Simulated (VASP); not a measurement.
## CdO (Monteponite): relaxation of cell and atoms with PBEsol

The system is CdO (Monteponite).

```
Cd O
1.0
     0.00000    2.35240    2.35240
     2.35240    0.00000    2.35240
     2.35240    2.35240    0.00000
Cd O
1 1
Direct
  0.00000 0.00000 0.00000
  0.50000 0.50000 0.50000
```

```
Program                : VASP 6.6.1
Task                   : relaxation of cell and atoms
Functional             : PBEsol
Potentials or basis    : VASP PAW PBE potentials, release 64 (Cd, O)
Cutoff                 : 600 eV
k mesh                 : 12 × 12 × 12
Occupations            : gaussian, width 0.03 eV
Spin                   : no spin polarisation
Further INCAR settings : ALGO = Normal; EDIFF = 1e-07; IBRION = 2; EDIFFG = -0.005; NSW = 90; ISIF = 3
```

The pressure after relaxing is 0.0 GPa and the band gap on the k mesh is none (metal or under the smearing width).

Final structure:
```
CELL_PARAMETERS angstrom
0.00000 2.35240 2.35240
2.35240 0.00000 2.35240
2.35240 2.35240 0.00000
ATOMIC_POSITIONS crystal
Cd 0.00000 0.00000 0.00000
O 0.50000 0.50000 0.50000
```

Levels at points of the mesh, in eV from the Fermi level:
```
           k point  band 5  band 6  band 7  band 8  band 9  band 10  band 11  band 12  band 13
(0.00, 0.00, 0.00)   -6.38   -6.38   -1.37   -1.37   -1.37    -0.57    14.74    16.83    16.83
(0.50, 0.00, 0.00)   -6.12   -6.12   -3.85   -0.03   -0.03     4.26     7.19    11.76    11.76
(0.50, 0.50, 0.00)   -5.98   -5.67   -4.42   -2.36   -2.36     3.73     8.40    11.02    13.17
```

Wall time 5 s on 4 MPI ranks on Intel(R) Xeon(R) 6975P-C (Granite Rapids), with other jobs on the host, peak memory 0.17 GiB a rank.

Caveat: the relaxation stopped at its first step, so nothing moved; the PAW data sets were made with another functional, which shifts forces and pressure a little; this crystal is a semiconductor, whose small gap the functional closes, so the metal is an error of the method.
